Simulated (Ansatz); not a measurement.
**Co: a trial structure relaxed**

Where does Co go from the start given, random cell with space group Pnma (No. 62)?

Method: DFT PBE, scalar-relativistic, plane waves, PAW, in Ansatz 0.2.0.

### Step 1. Starting point

The structure is orthorhombic, space group Pnma (No. 62). Conventional cell: a = 5.017 Å, b = 3.614 Å, c = 2.716 Å, α = 90.00°, β = 90.00°, γ = 90.00°. Co (site symmetry m) is surrounded by 12 Co at 2.41 to 2.92 Å.

Coordinates:

```cif
data_structure
_symmetry_space_group_name_H-M 'P 1'
_symmetry_Int_Tables_number 1
_cell_length_a 5.0168
_cell_length_b 3.6145
_cell_length_c 2.7158
_cell_angle_alpha 90.000
_cell_angle_beta 90.000
_cell_angle_gamma 90.000
_cell_volume 49.25
loop_
_atom_site_label
_atom_site_type_symbol
_atom_site_fract_x
_atom_site_fract_y
_atom_site_fract_z
_atom_site_occupancy
Co1 Co 0.16667 0.75000 0.52352 1
Co2 Co 0.33333 0.25000 0.02352 1
Co3 Co 0.66667 0.75000 0.97648 1
Co4 Co 0.83333 0.25000 0.47648 1
```

### Step 2. Rough relaxation on the coarse mesh

input.yaml reads:

```yaml
crystal:
  lattice:
    - [5.0167872196, 0.0, 0.0]
    - [0.0, 3.6144970811, 0.0]
    - [0.0, 0.0, 2.7158243453]
  atoms:
    - { symbol: Co, position: [0.16667, 0.75, 0.52352], spin: 3.0 }
    - { symbol: Co, position: [0.33333, 0.25, 0.02352], spin: 3.0 }
    - { symbol: Co, position: [0.66667, 0.75, 0.97648], spin: 3.0 }
    - { symbol: Co, position: [0.83333, 0.25, 0.47648], spin: 3.0 }
basis:
  ecutwfc: 420
kpoints:
  mp_grid: { grid: [4, 6, 6] }
hamiltonian:
  xc: pbe
scf:
  occupations: { method: gaussian, width: 0.1 }
  lower_state_search: "off"
output:
  forces: true
  stress: true
  eigenvalues: true
  populations: true
magnetization:
  spin_polarized: true
relax:
  adjacent_minimum: "off"
  f_tol: 0.04
  max_steps: 70
  cell: { stress_tol: 0.4 }
```

Further runs follow: relaxing cell and atoms.

**Question.** What will these runs give?

The runs gave:

| quantity | value |
| --- | --- |
| cell | a = 2.493 Å, b = 2.493 Å, c = 4.032 Å, α = 90.00°, β = 90.00°, γ = 120.00° |
| space group | P6_3/mmc (No. 194) |
| volume | 10.85 Å³/atom |
| gap on the mesh | none (metal) |
| largest moment | 1.68 μB |

**Reading.** The structure ended in another space group than at the start: Pnma to P6_3/mmc.
